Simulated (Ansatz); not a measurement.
## CoSi (P2_13), a sublattice moved along a line

Level of theory: DFT PBEsol, scalar-relativistic, plane waves, PAW in Ansatz 0.2.0. Settings: plane waves to 420 eV, k-mesh 10×10×10 (Γ-centred), Gaussian smearing 0.15 eV. No spin polarisation. A magnetic state may lie lower. Energies are free energies at this smearing, counted from the undisturbed cell; pressure is positive in compression.

The undisturbed cell (relaxed at this level):

```
Co Si
1.0
     4.38583    0.00000    0.00000
     0.00000    4.38583    0.00000
     0.00000    0.00000    4.38583
Co Si
4 4
Direct
  0.14564 0.14564 0.14564
  0.35436 0.85436 0.64564
  0.64564 0.35436 0.85436
  0.85436 0.64564 0.35436
  0.84333 0.84333 0.84333
  0.65667 0.15667 0.34333
  0.34333 0.65667 0.15667
  0.15667 0.34333 0.65667
```

Every Co atom is moved by x along the Cartesian unit vector (0.000, 0.000, 1.000); the cell and all other atoms stay fixed. The cell is metallic on the mesh throughout.

| x (Å) | ΔE (meV/cell) | force along x on the moved atoms (eV/Å) | pressure (GPa) |
| --- | --- | --- | --- |
| -0.2000 | 710.3 | 7.34 | 4.2 |
| -0.1000 | 173.1 | 3.49 | 1.0 |
| 0.0000 | 0.0 | 0.00 | 0.0 |
| 0.0250 | 10.7 | -0.86 | 0.1 |
| 0.0500 | 43.0 | -1.72 | 0.2 |
| 0.0750 | ? | ? | 0.6 |
| 0.1250 | 271.8 | -4.41 | 1.6 |
| 0.1500 | 393.6 | ? | ? |
| 0.1750 | 539.5 | -6.33 | 3.2 |

By symmetry 0.2000 repeats -0.2000, -0.1500 repeats 0.1500, 0.1000 repeats -0.1000, -0.0500 repeats 0.0500 in energy, with the opposite slope along the path.

Give the withheld values.

ΔE (meV/cell) at x (Å) = 0.0750: 97.0; force along x on the moved atoms (eV/Å) at x (Å) = 0.0750: -2.60; force along x on the moved atoms (eV/Å) at x (Å) = 0.1500: -5.35; pressure (GPa) at x (Å) = 0.1500: 2.4.